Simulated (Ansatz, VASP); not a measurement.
Two plane-wave programs on MgS

Contents of INCAR:

```
SYSTEM = MgS
PREC = Accurate
ENCUT = 520
EDIFF = 1E-6
ISMEAR = 0
SIGMA = 0.02
LREAL = .FALSE.
LASPH = .TRUE.
NELM = 100
ALGO = Normal
ISIF = 2
LWAVE = .FALSE.
LCHARG = .TRUE.
GGA = PE
LELF = .TRUE.
LVHAR = .TRUE.
NBANDS = 16
```

Contents of KPOINTS:

```
regular mesh
0
G
  6 6 4
  0 0 0
```

The input POSCAR:

```
MgS
1.0
    3.9192322060      0.0268705852     -0.0178330310
   -1.9363454936      3.3113967048      0.0391752959
   -0.0284307403      0.0557036676      6.4739754463
Mg S
2 2
Direct
    0.6737002632      0.3107923819      0.5059145221
    0.3041064126      0.6571591751      0.9818391307
    0.3202291293      0.6696803341      0.3608494689
    0.7019641949      0.3623681089      0.9013948782
```

Input for Ansatz:

```yaml
crystal:
  lattice:
    - [3.919232206, 0.0268705852, -0.017833031]
    - [-1.9363454936, 3.3113967048, 0.0391752959]
    - [-0.0284307403, 0.0557036676, 6.4739754463]
  atoms:
    - { symbol: Mg, position: [0.6737002632, 0.3107923819, 0.5059145221] }
    - { symbol: Mg, position: [0.3041064126, 0.6571591751, 0.9818391307] }
    - { symbol: S, position: [0.3202291293, 0.6696803341, 0.3608494689] }
    - { symbol: S, position: [0.7019641949, 0.3623681089, 0.9013948782] }
basis:
  ecutwfc: 420
kpoints:
  mp_grid: { grid: [6, 6, 4] }
hamiltonian:
  xc: pbe
scf:
  occupations: { method: gaussian, width: 0.02 }
output:
  forces: true
  stress: true
  eigenvalues: true
```

Change from the starting cell: all atoms moved at random, cell strained at random.

Alike in both runs: task single point; functional PBE; k mesh 6 × 6 × 4; occupations gaussian, width 0.02 eV; no spin polarisation.

```csv
,VASP,Ansatz
version,VASP 6.6.1,Ansatz 0.2.0
potentials or method,"VASP PAW PBE potentials, release 64 (Mg, S)","scalar-relativistic, plane waves, PAW"
plane-wave cutoff (eV),520,420
valence electrons in the cell,16,32
```

|  | VASP | Ansatz | Ansatz less VASP |
| --- | --- | --- | --- |
| gap on the k mesh at the Fermi level (eV) | 3.31 | 3.32 | +0.008 |
| least direct gap on the mesh (eV) | 3.31 | 3.32 | +0.008 |
| pressure (GPa) | 7.7 | 7.8 | +0.10 |
| largest component of the traceless stress (GPa) | 6.35 | 6.30 | -0.049 |
| rms of the force components (eV/Å) | 1.388 | 1.375 | -0.0136 |

Atom by atom the forces differ by 0.014 eV/Å (rms over components). The functional is the same, so the differences come from potentials, cutoffs and numerics. The two sets of potentials don't hold the same shells in valence.

Caveats: forces of over 1 eV/Å show positions far from the minimum, so gaps and moduli don't describe the material at rest.
